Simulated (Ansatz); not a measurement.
# Phases of V at -0.18 GPa

Structure types of V are relaxed in primitive cells with their symmetry kept at -0.18 GPa, first on PAW files, then by LAPW. The enthalpy is E + pV at zero temperature, without zero-point motion. Only the types listed were tried, and differences under about 5 meV/atom are mesh noise. Not among the end structures: fcc, which may lie lower.

Level of theory: DFT with PBE, scalar-relativistic, in Ansatz 0.2.0; Fermi–Dirac smearing of 0.1 eV, no spin polarisation. LAPW: all electrons, basis error target 0.5 meV/atom; PAW: frozen-core files, cutoff 420 eV.

k meshes: bcc 18×18×18, hcp 16×16×9, sc 16×16×16, beta tin 17×17×17, diamond 13×13×13.

```tsv
start type	ends as	a, b, c (Å)	V (Å³/atom)	H − H(lowest), LAPW (meV/atom)
bcc	bcc, Im-3m	2.999, 2.999, 2.999	13.49	0.0
hcp	hcp, P6_3/mmc	2.614, 2.614, 4.689	13.88	254.4
sc	sc, Pm-3m	2.452, 2.452, 2.452	14.74	?
beta tin	beta tin, I4_1/amd	4.658, 4.658, 2.586	14.03	471.7
diamond	diamond, Fd-3m	5.319, 5.319, 5.319	18.81	?
```

Question: What belongs in the row "sc", column "H − H(lowest), LAPW (meV/atom)"?

Answer: 845.3.

Question: Give the missing entry: row "diamond", column "H − H(lowest), LAPW (meV/atom)".

Answer: 2393.8.
